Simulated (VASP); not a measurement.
# PtS2 (P-3m1) in VASP: notebook, part 2 of 3

VASP 6.6.1.

### Step 4. Single point, PBE, spin-orbit coupling, no magnetisation

Input file INCAR:

```
SYSTEM = PtS2
ALGO = Normal ; EDIFF = 1E-7
ENCUT = 400 ; GGA = PE
GGA_COMPAT = .False. ; ISIF = 2
ISMEAR = 0 ; LASPH = .True.
LCHARG = .False. ; LMAXMIX = 4
LNONCOLLINEAR = .True. ; LORBIT = 11
LREAL = .False. ; LSORBIT = .True.
LWAVE = .False. ; MAGMOM = 0 0 0 0 0 0 0 0 0
NBANDS = 38 ; NELM = 100
PREC = Normal ; SIGMA = 0.02
```

Input file KPOINTS:

```
k-points
0
Gamma
  6 6 4
  0 0 0
```

Input file POSCAR:

```
PtS2
1.0
    3.5432000000      0.0000000000      0.0000000000
   -1.7716000000      3.0685012107      0.0000000000
    0.0000000000      0.0000000000      5.0388000000
Pt S
1 2
Direct
    0.0000000000      0.0000000000      0.0000000000
    0.6666666667      0.3333333333      0.7730000000
    0.3333333333      0.6666666667      0.2270000000
```

Potentials or basis: VASP PAW PBE potentials, release 64 (Pt, S).

Launch:

```console
cat potpaw_PBE.64/Pt/POTCAR potpaw_PBE.64/S/POTCAR > POTCAR
mpirun -np 1 vasp_ncl > vasp.out
```

OUTCAR:

```text
SYSTEM = PtS2
   EDIFF = 1E-7
   ENCUT = 400
   GGA = PE
   ISIF = 2
   ISMEAR = 0
   LASPH = .True.
   LNONCOLLINEAR = .True.
   LORBIT = 11
   LREAL = .False.
   LSORBIT = .True.
   NELM = 100
   PREC = Normal

 Found     24 irreducible k-points:

 Following reciprocal coordinates:
            Coordinates               Weight
  0.000000  0.000000  0.000000      1.000000
  0.166667 -0.000000  0.000000      6.000000
  0.333333 -0.000000  0.000000      6.000000
  0.500000 -0.000000  0.000000      3.000000
  0.166667  0.166667  0.000000      6.000000
  0.333333  0.166667  0.000000     12.000000
   k-points           NKPTS =     24   k-points in BZ     NKDIM =     24   number of bands    NBANDS=     38
   number of dos      NEDOS =    301   number of ions     NIONS =      3
   total plane-waves  NPLWV =   9072
   dimension x,y,z NGX =    18 NGY =   18 NGZ =   28
   dimension x,y,z NGXF=    36 NGYF=   36 NGZF=   56
   ions per type =               1   2
   NGX,Y,Z   is equivalent  to a cutoff of   8.45,  8.45,  9.24 a.u.
   NGXF,Y,Z  is equivalent  to a cutoff of  16.89, 16.89, 18.48 a.u.
 SYSTEM =  PtS2
   PREC   = normal    normal or accurate (medium, high low for compatibility)
   ISTART =      0    job   : 0-new  1-cont  2-samecut
   ICHARG =      2    charge: 1-file 2-atom 10-const
   ISPIN  =      1    spin polarized calculation?
[... 336 lines left out ...]
 l=   3
     0.0000000     0.0000000     0.0000000     0.0000000     0.0000000     0.0000000     0.0000000
     0.0000000     0.0000000     0.0000000     0.0000000     0.0000000     0.0000000     0.0000000
     0.0000000     0.0000000     0.0000000     0.0000000     0.0000000     0.0000000     0.0000000
     0.0000000     0.0000000     0.0000000     0.0000000     0.0000000     0.0000000     0.0000000
[... 29 lines left out ...]
 l=   2
     0.0000000     0.0000000     0.0000000     0.0000000     0.0000000
     0.0000000     0.0000000     0.0000000     0.0000000     0.0000000
     0.0000000     0.0000000     0.0000000     0.0000000     0.0000000
     0.0000000     0.0000000     0.0000000     0.0000000     0.0000000
     0.0000000     0.0000000     0.0000000     0.0000000     0.0000000
 l=   3
     0.0000000     0.0000000     0.0000000     0.0000000     0.0000000     0.0000000     0.0000000
     0.0000000     0.0000000     0.0000000     0.0000000     0.0000000     0.0000000     0.0000000
     0.0000000     0.0000000     0.0000000     0.0000000     0.0000000     0.0000000     0.0000000
     0.0000000     0.0000000     0.0000000     0.0000000     0.0000000     0.0000000     0.0000000
     0.0000000     0.0000000     0.0000000     0.0000000     0.0000000     0.0000000     0.0000000
     0.0000000     0.0000000     0.0000000     0.0000000     0.0000000     0.0000000     0.0000000
     0.0000000     0.0000000     0.0000000     0.0000000     0.0000000     0.0000000     0.0000000

 total charge

# of ion       s       p       d       tot
------------------------------------------
    1        0.732   0.889   8.008   9.629
    2        1.360   2.310   0.000   3.670
    3        1.360   2.310   0.000   3.670
--------------------------------------------------
tot          3.452   5.508   8.008  16.968

 magnetization (x)

# of ion       s       p       d       tot
------------------------------------------
    1        0.000  -0.000   0.000  -0.000
    2       -0.000   0.000   0.000  -0.000
    3        0.000  -0.000   0.000  -0.000
--------------------------------------------------
tot         -0.000  -0.000   0.000  -0.000

 magnetization (y)

# of ion       s       p       d       tot
------------------------------------------
    1        0.000  -0.000   0.000   0.000
    2       -0.000  -0.000   0.000  -0.000
    3       -0.000  -0.000   0.000  -0.000
--------------------------------------------------
tot         -0.000  -0.000   0.000  -0.000

 magnetization (z)

# of ion       s       p       d       tot
------------------------------------------
    1        0.000   0.000   0.000   0.000
    2        0.000   0.000   0.000   0.000
    3        0.000   0.000   0.000   0.000
--------------------------------------------------
tot          0.000   0.000   0.000   0.000
```

OSZICAR:

```text
N       E                     dE             d eps       ncg     rms          rms(c)
DAV:   1     0.102299885654E+03    0.10230E+03   -0.86782E+03  1848   0.845E+02
DAV:   2    -0.110159995818E+02   -0.11332E+03   -0.10662E+03  2200   0.203E+02
DAV:   3    -0.170042950980E+02   -0.59883E+01   -0.59165E+01  2222   0.457E+01
DAV:   4    -0.170835381204E+02   -0.79243E-01   -0.79149E-01  2272   0.592E+00
DAV:   5    -0.170851101550E+02   -0.15720E-02   -0.15719E-02  2232   0.825E-01    0.220E+01
DAV:   6    -0.158582290276E+02    0.12269E+01   -0.45970E+00  1952   0.234E+01    0.139E+01
DAV:   7    -0.156766055504E+02    0.18162E+00   -0.97767E-01  2000   0.100E+01    0.705E+00
DAV:   8    -0.156548250542E+02    0.21780E-01   -0.47262E-02  2094   0.133E+00    0.258E+00
DAV:   9    -0.156485591977E+02    0.62659E-02   -0.80355E-03  2180   0.981E-01    0.503E-01
DAV:  10    -0.156485222816E+02    0.36916E-04   -0.23321E-03  2210   0.357E-01    0.157E-01
DAV:  11    -0.156486011122E+02   -0.78831E-04   -0.18786E-04  2110   0.102E-01    0.926E-02
DAV:  12    -0.156486269279E+02   -0.25816E-04   -0.21053E-05  2124   0.361E-02    0.297E-02
DAV:  13    -0.156486303602E+02   -0.34323E-05   -0.52909E-06  2142   0.193E-02    0.939E-03
DAV:  14    -0.156486311561E+02   -0.79593E-06   -0.13253E-06  2204   0.786E-03    0.450E-03
DAV:  15    -0.156486314422E+02   -0.28607E-06   -0.96974E-08  1856   0.274E-03    0.147E-03
DAV:  16    -0.156486315571E+02   -0.11495E-06   -0.10948E-07  1748   0.190E-03    0.771E-04
DAV:  17    -0.156486315686E+02   -0.11515E-07   -0.56401E-09  1176   0.607E-04
   1 F= -.15648632E+02 E0= -.15648632E+02  d E =-.161354E-21  mag=    -0.0000     0.0000    -0.0000
```

stdout:

```text
POSCAR found type information on POSCAR PtS
 POSCAR found :  2 types and       3 ions
 scaLAPACK will be used
 LDA part: xc-table for (Slater+PW92), standard interpolation
 POSCAR, INCAR and KPOINTS ok, starting setup
 FFT: planning ... GRIDC
 FFT: planning ... GRID_SOFT
 FFT: planning ... GRID
 WAVECAR not read
 entering main loop
```

It took 24 s on 1 thread of Intel Xeon 6975P-C (Granite Rapids), shared host; peak memory 0.2 GiB.

These settings aren't checked as converged: the numbers below hold their error.

Results:

```
Free energy                                           : -15.6486 eV
Pressure                                              : 11.2 GPa
Largest force                                         : 1.246 eV/Å
Valence electrons inside the program's atomic spheres : Pt 9.63; S 3.67
```

Caveat: forces of over 1 eV/Å show positions far from the minimum, so gaps and moduli don't describe the material at rest.

### Step 5. Single point, PBE, spin-orbit coupling, no magnetisation

Edit INCAR of step 4 so:

```diff
@@ -4,3 +4,3 @@
 GGA_COMPAT = .False. ; ISIF = 2
-ISMEAR = 0 ; LASPH = .True.
+ISMEAR = 0 ; LASPH = .False.
 LCHARG = .False. ; LMAXMIX = 4
@@ -10,2 +10,2 @@
 NBANDS = 38 ; NELM = 100
-PREC = Normal ; SIGMA = 0.02
+PREC = Accurate ; SIGMA = 0.02
```

KPOINTS is that of step 4.

POSCAR is that of step 4.

Potentials or basis: VASP PAW PBE potentials, release 64 (Pt, S).

Launch:

```console
cat potpaw_PBE.64/Pt/POTCAR potpaw_PBE.64/S/POTCAR > POTCAR
mpirun -np 1 vasp_ncl > vasp.out
```

OUTCAR:

```text
SYSTEM = PtS2
   EDIFF = 1E-7
   ENCUT = 400
   GGA = PE
   ISIF = 2
   ISMEAR = 0
   LASPH = .False.
   LNONCOLLINEAR = .True.
   LORBIT = 11
   LREAL = .False.
   LSORBIT = .True.
   NELM = 100
   PREC = Accurate

 Found     24 irreducible k-points:

 Following reciprocal coordinates:
            Coordinates               Weight
  0.000000  0.000000  0.000000      1.000000
  0.166667 -0.000000  0.000000      6.000000
  0.333333 -0.000000  0.000000      6.000000
  0.500000 -0.000000  0.000000      3.000000
  0.166667  0.166667  0.000000      6.000000
  0.333333  0.166667  0.000000     12.000000
   k-points           NKPTS =     24   k-points in BZ     NKDIM =     24   number of bands    NBANDS=     38
   number of dos      NEDOS =    301   number of ions     NIONS =      3
   total plane-waves  NPLWV =  20736
   dimension x,y,z NGX =    24 NGY =   24 NGZ =   36
[... 392 lines left out ...]
     0.0000000     0.0000000     0.0000000     0.0000000     0.0000000     0.0000000     0.0000000
     0.0000000     0.0000000     0.0000000     0.0000000     0.0000000     0.0000000     0.0000000
     0.0000000     0.0000000     0.0000000     0.0000000     0.0000000     0.0000000     0.0000000
     0.0000000     0.0000000     0.0000000     0.0000000     0.0000000     0.0000000     0.0000000

 total charge

# of ion       s       p       d       tot
------------------------------------------
    1        0.732   0.888   8.009   9.629
    2        1.360   2.309   0.000   3.669
    3        1.360   2.309   0.000   3.669
--------------------------------------------------
tot          3.452   5.506   8.009  16.968

 magnetization (x)

# of ion       s       p       d       tot
------------------------------------------
    1        0.000   0.000   0.000   0.000
    2        0.000   0.000   0.000   0.000
    3        0.000   0.000   0.000   0.000
--------------------------------------------------
tot          0.000   0.000   0.000   0.000

 magnetization (y)

# of ion       s       p       d       tot
------------------------------------------
    1        0.000   0.000   0.000   0.000
    2       -0.000   0.000   0.000   0.000
    3       -0.000  -0.000   0.000  -0.000
--------------------------------------------------
tot         -0.000   0.000   0.000  -0.000

 magnetization (z)

# of ion       s       p       d       tot
------------------------------------------
    1        0.000   0.000   0.000   0.000
    2        0.000   0.000   0.000   0.000
    3        0.000   0.000   0.000   0.000
--------------------------------------------------
tot          0.000   0.000   0.000   0.000
```

OSZICAR:

```text
N       E                     dE             d eps       ncg     rms          rms(c)
DAV:   1     0.102300021801E+03    0.10230E+03   -0.86782E+03  1848   0.845E+02
DAV:   2    -0.110160035365E+02   -0.11332E+03   -0.10662E+03  2200   0.203E+02
DAV:   3    -0.170043181298E+02   -0.59883E+01   -0.59165E+01  2222   0.457E+01
DAV:   4    -0.170835591504E+02   -0.79241E-01   -0.79147E-01  2272   0.592E+00
DAV:   5    -0.170851310198E+02   -0.15719E-02   -0.15717E-02  2232   0.825E-01    0.220E+01
DAV:   6    -0.158485687855E+02    0.12366E+01   -0.45950E+00  1952   0.234E+01    0.139E+01
DAV:   7    -0.156632546742E+02    0.18531E+00   -0.98464E-01  2000   0.100E+01    0.702E+00
DAV:   8    -0.156396221174E+02    0.23633E-01   -0.47404E-02  2094   0.133E+00    0.256E+00
DAV:   9    -0.156332183699E+02    0.64037E-02   -0.78959E-03  2180   0.974E-01    0.502E-01
DAV:  10    -0.156331583908E+02    0.59979E-04   -0.23180E-03  2202   0.357E-01    0.171E-01
DAV:  11    -0.156332398473E+02   -0.81456E-04   -0.18771E-04  2110   0.102E-01    0.983E-02
DAV:  12    -0.156332659572E+02   -0.26110E-04   -0.22485E-05  2126   0.383E-02    0.300E-02
DAV:  13    -0.156332690389E+02   -0.30817E-05   -0.49570E-06  2154   0.189E-02    0.842E-03
DAV:  14    -0.156332697469E+02   -0.70801E-06   -0.12120E-06  2218   0.753E-03    0.461E-03
DAV:  15    -0.156332699984E+02   -0.25147E-06   -0.10221E-07  1826   0.280E-03    0.134E-03
DAV:  16    -0.156332701203E+02   -0.12187E-06   -0.11368E-07  1804   0.193E-03    0.775E-04
DAV:  17    -0.156332701240E+02   -0.37455E-08   -0.41686E-09  1176   0.509E-04
   1 F= -.15633270E+02 E0= -.15633270E+02  d E =-.405856E-20  mag=    -0.0000     0.0000     0.0000
```

It took 34 s on 1 thread of Intel Xeon 6975P-C (Granite Rapids), shared host; peak memory 0.25 GiB.

The run converged, but some of its settings lie outside the range that counts as converged, so its numbers aren't taken as properties of the crystal.

Results:

```yaml
Free_energy: -15.6333 eV
Pressure: 11.2 GPa
Largest_force: 1.242 eV/Å
Valence_electrons_inside_the_program's_atomic_spheres: Pt 9.63; S 3.67
```

Caveat: forces of over 1 eV/Å show positions far from the minimum, so gaps and moduli don't describe the material at rest.

(Part 2 of 3 ends here.)
